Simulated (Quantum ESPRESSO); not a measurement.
Set up this calculation in Quantum ESPRESSO 7.5, as the native input.

| Quantity | Value |
| --- | --- |
| Task | projected density of states |
| Functional | optB86b-vdW |
| Potentials or basis | SSSP 1.3 efficiency PBE |
| Cutoff | 748 eV |
| Density cutoff | 5987 eV |
| k mesh | 13 × 13 × 13 |
| Occupations | tetrahedra |
| Spin | no spin polarisation |
| Mixing beta | 0.5 |
| Most SCF iterations | 120 |
| SCF threshold | 2e-10 Ry |
| Dos occupations | tetrahedra_opt |

Crystal: Cu.

```xyz
1
Lattice="1.4428 -1.4428 1.3761 1.4428 1.4428 1.3761 -1.4428 -1.4428 1.3761" Properties=species:S:1:pos:R:3 pbc="T T T"
Cu    0.0000    0.0000    0.0000
```

This isn't the form of Cu at room conditions, which is fcc.

One way to write it, as run:

pw.in

```
&CONTROL
  calculation = 'scf'
  prefix = 'pwscf'
  outdir = './tmp'
  pseudo_dir = './pseudo'
  tprnfor = .true.
  tstress = .true.
  disk_io = 'low'
/
&SYSTEM
  space_group = 139
  A = 2.88558664
  C = 2.7521629
  nat = 1
  ntyp = 1
  ecutwfc = 55
  ecutrho = 440
  nbnd = 11
  input_dft = 'vdw-df-ob86'
  occupations = 'tetrahedra'
/
&ELECTRONS
  conv_thr = 2d-10
  electron_maxstep = 120
  mixing_beta = 0.5
/
ATOMIC_SPECIES
Cu    63.5460 Cu.paw.z_11.ld1.psl.v1.0.0-low.upf
ATOMIC_POSITIONS crystal_sg
Cu     0.0000000000    0.0000000000    0.0000000000
K_POINTS automatic
13 13 13 0 0 0
```

nscf.in

```
&CONTROL
  calculation = 'nscf'
  prefix = 'pwscf'
  outdir = './tmp'
  pseudo_dir = './pseudo'
  disk_io = 'low'
/
&SYSTEM
  space_group = 139
  A = 2.88558664
  C = 2.7521629
  nat = 1
  ntyp = 1
  ecutwfc = 55
  ecutrho = 440
  nbnd = 11
  input_dft = 'vdw-df-ob86'
  occupations = 'tetrahedra_opt'
/
&ELECTRONS
  conv_thr = 1d-08
  electron_maxstep = 120
  mixing_beta = 0.5
/
ATOMIC_SPECIES
Cu    63.5460 Cu.paw.z_11.ld1.psl.v1.0.0-low.upf
ATOMIC_POSITIONS crystal_sg
Cu     0.0000000000    0.0000000000    0.0000000000
K_POINTS automatic
20 20 20 0 0 0
```

projwfc.in

```
&PROJWFC
  prefix = 'pwscf'
  outdir = './tmp'
  filpdos = 'p'
  Emin = -2
  Emax = 23
  DeltaE = 0.05
/
```

Potentials or basis: SSSP 1.3 efficiency PBE.

The run is started by

```sh
$ OMP_NUM_THREADS=1 pw.x -in pw.in > pw.out
$ OMP_NUM_THREADS=1 pw.x -in nscf.in > nscf.out
$ OMP_NUM_THREADS=1 projwfc.x -in projwfc.in > projwfc.out
```

It gave:

```
Pressure               : 1.2 GPa
Band gap on the k mesh : none (metal or under the smearing width)
```

Caveat: the potentials were made for another functional, which shifts forces and pressure.

It took 4.1 min on 1 thread of Arm Neoverse V1, on a shared host, peak memory 0.1 GiB.
